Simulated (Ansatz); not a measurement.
# Straining P

Computed with DFT PBE+D3(BJ), scalar-relativistic, plane waves, PAW in Ansatz 0.2.0. Settings: 420 eV cutoff, 10×4×8 k-mesh, Gaussian smearing of 0.10 eV, no spin polarisation.

The relaxed crystal:

```yaml
crystal:
  lattice:
    - [3.32252, 0.00000, 0.00000]
    - [0.00000, 10.19152, 0.00000]
    - [0.00000, 0.00000, 4.16686]
  atoms:
    - { symbol: P, position: [0.00000, 0.89362, 0.92810] }
    - { symbol: P, position: [0.50000, 0.89362, 0.57190] }
    - { symbol: P, position: [0.50000, 0.60638, 0.07190] }
    - { symbol: P, position: [0.00000, 0.60638, 0.42810] }
    - { symbol: P, position: [0.50000, 0.39362, 0.92810] }
    - { symbol: P, position: [0.00000, 0.39362, 0.57190] }
    - { symbol: P, position: [0.00000, 0.10638, 0.07190] }
    - { symbol: P, position: [0.50000, 0.10638, 0.42810] }
```

Deformation: uniaxial strain along a, with the lengths of b and c and the atoms relaxed and the angles held, all within the symmetry that the strain leaves. Energies are extrapolated to zero smearing.

Problem. Give the structure at +6.0 %.

Solution.
```yaml
crystal:
  lattice:
    - [3.52188, 0.00000, 0.00000]
    - [0.00000, 9.99573, 0.00000]
    - [0.00000, 0.00000, 3.87591]
  atoms:
    - { symbol: P, position: [0.00000, 0.89090, 0.93643] }
    - { symbol: P, position: [0.50000, 0.89090, 0.56357] }
    - { symbol: P, position: [0.50000, 0.60910, 0.06357] }
    - { symbol: P, position: [0.00000, 0.60910, 0.43643] }
    - { symbol: P, position: [0.50000, 0.39090, 0.93643] }
    - { symbol: P, position: [0.00000, 0.39090, 0.56357] }
    - { symbol: P, position: [0.00000, 0.10910, 0.06357] }
    - { symbol: P, position: [0.50000, 0.10910, 0.43643] }
```
Space group Cmce (64), 18.5 meV/atom over the relaxed crystal.